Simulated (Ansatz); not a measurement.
The calculation used Ansatz 0.2.0, DFT PBE, scalar-relativistic, plane waves, PAW. Settings: cutoff 420 eV, Γ-centred meshes spaced at most about 0.3 Å⁻¹, and about 0.25 Å⁻¹ or finer for metals (2π included), Gaussian smearing. No spin polarisation.

Temperature and zero-point effects are left out.

Task: Which of these relaxed structures of Ba₂Hf₂O is the lowest in energy?
A.

```
Ba Hf O
1.0
    -1.90857    1.90857   10.10563
     1.90857   -1.90857   10.10563
     1.90857    1.90857  -10.10563
Ba Hf O
2 2 1
Direct
  0.41964 0.41964 0.00000
  0.58036 0.58036 0.00000
  0.75000 0.25000 0.50000
  0.25000 0.75000 0.50000
  0.00000 0.00000 0.00000
```

B.

```
Ba Hf O
1.0
     3.52846    0.00000    0.00000
    -1.76423    3.05573    0.00000
     0.00000    0.00000   12.46705
Ba Hf O
2 2 1
Direct
  0.00000 0.00000 0.15806
  0.00000 0.00000 0.84194
  0.33333 0.66667 0.58956
  0.66667 0.33333 0.41044
  0.00000 0.00000 0.50000
```

C.

```
Ba Hf O
1.0
     3.53315    0.00000    0.00000
    -1.76658    3.05980    0.00000
     0.00000    0.00000   12.40721
Ba Hf O
2 2 1
Direct
  0.33333 0.66667 0.13471
  0.66667 0.33333 0.86529
  0.33333 0.66667 0.59044
  0.66667 0.33333 0.40956
  0.00000 0.00000 0.00000
```

Result: C. The next of these, B, lies 116 meV/atom higher. Forms: C P-3m1; B P-3m1; A I4/mmm. Counting Ba or Hf atoms around O (for each partner element, those within 1.25 times its shortest distance or 1.15 times the sum of covalent radii, where it is the nearest in units of that sum or under 1.3): C has O 6; B has O 6; A has O 8. All come from invented guesses.

Spin–orbit coupling, which can matter for Hf, is left out. Cells relaxed within their symmetry can be saddle points. Some candidate types were left out of the draw beforehand, so a known form may be missing.
